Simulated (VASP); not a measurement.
# GaAs: molecular dynamics with the cell free or held by constraints

GaAs, F-43m (no. 216), 8 atoms in the cell. PBE, constrained or biased molecular dynamics; PAW potentials As, Ga (PBE set).

| Held coordinates | Spread of the volume (Å³) | Time (s) |
|---|---|---|
| none | 0.70 | 56 |
| volume held, shape free | 0.00 | 54 |
| angles held, lengths free | 1.28 | 55 |
| lengths in step, angles held | 3.05 | 50 |

Limits: each run has its own random start, so only a spread that vanishes tells of a constraint; the run is only 0.12 ps long, so its averages are rough.

## Input of the first row

INCAR:
```
  ALGO = Normal
  EDIFF = 1E-5
  ENCUT = 290
  IBRION = 0
  ISIF = 3
  ISMEAR = 0
  ISYM = 0
  LANGEVIN_GAMMA = 10 10
  LANGEVIN_GAMMA_L = 10
  LCHARG = F
  LREAL = F
  LWAVE = F
  MDALGO = 3
  NELMIN = 4
  NSW = 60
  PMASS = 1000
  POTIM = 2.0
  PREC = Normal
  RANDOM_SEED = 89273 0 0
  SIGMA = 0.05
  TEBEG = 300
```

KPOINTS:
```
k-points
0
Gamma
  3 3 3
```

POSCAR:
```
GaAs
1.0
    5.6537000000      0.0000000000      0.0000000000
    0.0000000000      5.6537000000      0.0000000000
    0.0000000000      0.0000000000      5.6537000000
As Ga
4 4
Direct
    0.2500000000      0.2500000000      0.2500000000
    0.2500000000      0.7500000000      0.7500000000
    0.7500000000      0.2500000000      0.7500000000
    0.7500000000      0.7500000000      0.2500000000
    0.0000000000      0.0000000000      0.0000000000
    0.0000000000      0.5000000000      0.5000000000
    0.5000000000      0.0000000000      0.5000000000
    0.5000000000      0.5000000000      0.0000000000
```

Commands:
```
cat potpaw_PBE.64/As/POTCAR potpaw_PBE.64/Ga/POTCAR > POTCAR
mpirun -np 4 vasp_std > vasp.out
```

ICONST of row 4:
```
LA 1 2 0
LA 1 3 0
LA 2 3 0
LR 1 0
LR 2 0
LR 3 0
S 1.0 0.0 0.0 0.0 0.0 0.0 0
S 0.0 1.0 0.0 0.0 0.0 0.0 0
S 0.0 0.0 1.0 0.0 0.0 0.0 0
S 0 0 0 1 -1 0 0
S 0 0 0 1 0 -1 0
```

VASP 6.6.1 took 56 s on 4 cores (Intel Xeon 6975P-C (Granite Rapids)), a shared host.
